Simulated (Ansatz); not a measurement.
Runs of Ansatz 0.2.0 on MnO. Symmetry: Cm, No. 8, monoclinic system. Conventional cell: a = 5.943 Å, b = 3.434 Å, c = 3.440 Å, α = 90.00°, β = 125.23°, γ = 90.00°. Mn (site symmetry m) is surrounded by 4 O at 2.10 Å. Around O (site symmetry m) lie 4 Mn at 2.10 Å. The cell comes from a database or a generator and needn't be the stable form of this composition.

| level | cutoff (eV) | gap on the mesh (eV) | pressure (GPa) | moment (μB) |
| --- | --- | --- | --- | --- |
| PBEsol | 420 | none | -8.4 | 4.99 |
| r2SCAN | 500 | none | (a) | 5.00 |
| RPBE | 420 | none | (b) | 5.00 |
| BLYP | 420 | none | -0.4 | 4.99 |
| revPBE | 420 | none | -1.2 | 5.00 |

Alike in all rows: task band structure; potentials or basis Ansatz PAW; spin collinear, ferromagnetic start; cell as given; k mesh 7 × 7 × 7; smearing fermi-dirac 0.05 eV.

Task: Fill in the values left out.

Result: (a) -6.3; (b) -0.3.

Caveats: a cell with one magnetic atom can't hold antiferromagnetic order, which such compounds often take; semilocal functionals often make such compounds metallic where correlation or magnetic order opens a gap, which also shifts bond lengths; the PAW data sets come from PBE, with cores solved anew for the run's functional, which leaves a small shift of forces and pressure; the magnetic or orbital state may not be the lowest (some runs).

A gap of «none» marks a metal or a gap under the smearing width.

Runs at the PBE level aren't shown here.
